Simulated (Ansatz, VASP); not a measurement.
Two plane-wave programs on AlNi3

```
Al Ni
1.0
     0.00000    2.86425    2.86425
     2.86425    0.00000    2.86425
     2.86425    2.86425    0.00000
Al Ni
1 3
Cartesian
  2.8643 2.8643 2.8643
  1.4321 1.4321 1.4321
  0.0000 0.0000 0.0000
  4.2964 4.2964 4.2964
```

Alike in both runs: task single point; functional PBE; k mesh 14 × 14 × 14; occupations gaussian, width 0.1 eV; no spin polarisation.

```csv
,VASP,Ansatz
version,VASP 6.6.1,Ansatz 0.2.0
potentials or method,"VASP PAW PBE potentials, release 64 (Al, Ni)","scalar-relativistic, plane waves, PAW"
plane-wave cutoff (eV),520,420
valence electrons in the cell,33,57
```

VASP gave:

```
gap on the k mesh at the Fermi level (eV) : none
pressure (GPa)                            : -4.9
```

Task: Estimate Ansatz's values.

Result: gap on the k mesh at the Fermi level (eV): none; pressure (GPa): -5.0.

A gap of «none» marks a metal or a gap that the smearing closes. The two sets of potentials don't hold the same shells in valence.

Spin polarisation is off, so any magnetic state and its effect on volume and gap are missing.
